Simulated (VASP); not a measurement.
A run of VASP 6.6.1 is set up as follows.

INCAR

```
PREC = Accurate
ENCUT = 600
EDIFF = 1E-6
ISMEAR = 0
SIGMA = 0.03
LREAL = F
LASPH = T
NELM = 80
ALGO = Normal
ISIF = 3
LWAVE = F
LCHARG = F
GGA = PE
IBRION = 2
NSW = 90
EDIFFG = -0.01
PSTRESS = 1130.0
KPAR = 4
```

KPOINTS

```
regular mesh
0
Gamma
  4 6 6
```

The input POSCAR:

```
Al2O3
1.0
    7.0899410000      0.0000000000      0.0000000000
    0.0000000000      4.8469330000      0.0000000000
    0.0000000000      0.0000000000      4.9854040000
Al O
8 12
Direct
    0.3903950000      0.2521520000      0.0305140000
    0.6096050000      0.2521520000      0.4694860000
    0.1096050000      0.2478480000      0.5305140000
    0.8903950000      0.2478480000      0.9694860000
    0.6096050000      0.7478480000      0.9694860000
    0.3903950000      0.7478480000      0.5305140000
    0.8903950000      0.7521520000      0.4694860000
    0.1096050000      0.7521520000      0.0305140000
    0.6540020000      0.1070210000      0.1019760000
    0.3459980000      0.1070210000      0.3980240000
    0.8459980000      0.3929790000      0.6019760000
    0.1540020000      0.3929790000      0.8980240000
    0.3459980000      0.8929790000      0.8980240000
    0.6540020000      0.8929790000      0.6019760000
    0.1540020000      0.6070210000      0.3980240000
    0.8459980000      0.6070210000      0.1019760000
    0.0000000000      0.0494040000      0.2500000000
    0.5000000000      0.4505960000      0.7500000000
    0.0000000000      0.9505960000      0.7500000000
    0.5000000000      0.5494040000      0.2500000000
```

Potentials or basis: VASP PAW PBE potentials, release 64 (Al, O).

Launch:

```sh
$ cat potpaw_PBE.64/Al/POTCAR potpaw_PBE.64/O/POTCAR > POTCAR
$ mpirun -np 4 vasp_std > vasp.out
```

Q: What does it give for the space group after relaxing (to 0.05 Å)?

A: Pbcn (No. 60).

Q: Predict the relaxed volume.

A: 6.48 Å³/atom.

Q: Estimate the band gap on the k mesh.

A: 8.86 eV, direct.

Forces on the atoms (eV/Å):
```
Al   0.002 -0.005  0.002
Al  -0.002 -0.005 -0.002
Al  -0.002  0.005  0.002
Al   0.002  0.005 -0.002
Al  -0.002  0.005 -0.002
Al   0.002  0.005  0.002
Al   0.002 -0.005 -0.002
Al  -0.002 -0.005  0.002
O   -0.006 -0.003  0.001
O    0.006 -0.003 -0.001
O    0.006  0.003  0.001
O   -0.006  0.003 -0.001
O    0.006  0.003 -0.001
O   -0.006  0.003  0.001
O   -0.006 -0.003 -0.001
O    0.006 -0.003  0.001
O    0.000 -0.002  0.000
O    0.000  0.002  0.000
O    0.000  0.002  0.000
O    0.000 -0.002  0.000
```

Caveat: the cell is relaxed towards a set pressure, so the enthalpy falls and the energy may rise; the volume moved by over 15 % at a fixed basis, so the end points are rough. A k mesh can miss the band edges.
